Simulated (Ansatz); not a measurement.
# Is this TiC structure stable?

The cell was relaxed from a distorted copy of a database structure.

Computed with DFT PBE, scalar-relativistic, plane waves, PAW in Ansatz 0.2.0. Plane waves to 420 eV, a 22×22×22 mesh through Γ for the 2-atom cell and 0.10 eV Gaussian smearing; no spin polarisation.

```
CELL_PARAMETERS angstrom
0.00000 2.16649 2.16649
2.16649 0.00000 2.16649
2.16649 2.16649 0.00000
ATOMIC_POSITIONS crystal
Ti 0.00000 0.00000 0.00000
C 0.50000 0.50000 0.50000
```

Formation energies are uncorrected and refer to the elements' standard structures at the same level.

Task: These tests were run: energy against the elements; phonons at Γ; elastic tensor. What do they show?

Result:

```json
{"test": "energy against the elements", "result": "−0.83 eV/atom"}
{"test": "phonons at Γ", "result": "lowest optical mode 514 cm⁻¹"}
{"test": "elastic tensor", "result": "least eigenvalue 169 GPa"}
```

It fails none of these tests. Competing phases weren't compared here. Phonons away from Γ weren't computed.

The reference form of C is held partly by dispersion forces, which this level lacks. The run for the phonons used a 24×24×24 k mesh and Fermi–Dirac smearing of 0.15 eV. The run for the elastic tensor used a 24×24×24 k mesh and Fermi–Dirac smearing of 0.15 eV.
